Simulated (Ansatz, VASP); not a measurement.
## Si: VASP beside Ansatz

File POSCAR:

```
Si
1.0
    2.8359687699      0.0000000000      0.0000000000
   -1.4179843850      2.4560209991      0.0000000000
    0.0000000000      0.0000000000      4.5942694073
Si
2
Direct
    0.2133333333      0.6066666667      0.1600000000
    0.7866666667      0.3933333333      0.8400000000
```

File INCAR.step1:

```
SYSTEM = Si
ALGO = Normal
EDIFF = 1E-4
ENCUT = 520
GGA = PE
ISMEAR = -1
LASPH = .True.
LCHARG = .False.
LREAL = .False.
LWAVE = .True.
NBANDS = 11
NELM = 100
PREC = Accurate
SIGMA = 0.05
```

The input INCAR.step2:

```
SYSTEM = Si
ALGO = Normal
EDIFF = 1E-8
ENCUT = 520
ISIF = 2
ISMEAR = -1
ISTART = 1
LASPH = .True.
LCHARG = .False.
LEFG = .True.
LMIXTAU = .True.
LREAL = .False.
LWAVE = .False.
METAGGA = R2SCAN
NBANDS = 11
NELM = 100
PREC = Accurate
SIGMA = 0.05
```

The input KPOINTS:

```
k-points
0
Gamma
  12 12 7
  0 0 0
```

Input for Ansatz:

```yaml
crystal:
  lattice:
    - [2.8359687699, 0.0, 0.0]
    - [-1.417984385, 2.4560209991, 0.0]
    - [0.0, 0.0, 4.5942694073]
  atoms:
    - { symbol: Si, position: [0.2133333333, 0.6066666667, 0.16] }
    - { symbol: Si, position: [0.7866666667, 0.3933333333, 0.84] }
kpoints:
  mp_grid: { grid: [12, 12, 7] }
scf:
  occupations: { method: fermi_dirac, width: 0.05 }
hamiltonian:
  xc: r2scan
  pseudopotentials: { kind: paw }
output:
  forces: true
  stress: true
  eigenvalues: true
  efg: { contact_densities: true }
  populations: true
  write_density: true
  write_potential: true
  elf: true
  volumetric_format: npy
```

Change from the starting cell: shortest bond scaled by 0.64, PAW files.

Alike in both runs: task electric field gradients; functional r2SCAN; k mesh 12 × 12 × 7; occupations fermi-dirac, width 0.05 eV; no spin polarisation.

|  | VASP | Ansatz |
| --- | --- | --- |
| version | VASP 6.6.1 | Ansatz 0.2.0 |
| potentials or method | VASP PAW PBE potentials, release 64 (Si) | PAW with Ansatz's default frozen-core files, scalar-relativistic |
| plane-wave cutoff (eV) | 520 | 500 |
| valence electrons in the cell | 8 | 8 |

|  | VASP | Ansatz | Ansatz less VASP |
| --- | --- | --- | --- |
| pressure (GPa) | 42.7 | 43.2 | +0.52 |
| largest component of the traceless stress (GPa) | 51.79 | 52.47 | +0.676 |
| rms of the force components (eV/Å) | 8.364 | 8.476 | +0.1119 |
| Vzz of the field gradient on the site that differs most (V/Å²) | -100.4 | -86.7 | +13.68 |

Atom by atom the forces differ by 0.113 eV/Å (rms over components).

Caveats: so large a pressure means that the cell lies far from this level's equilibrium, or that cutoff or potentials fall short (VASP); the potentials were made for another functional, which shifts forces and pressure (VASP).
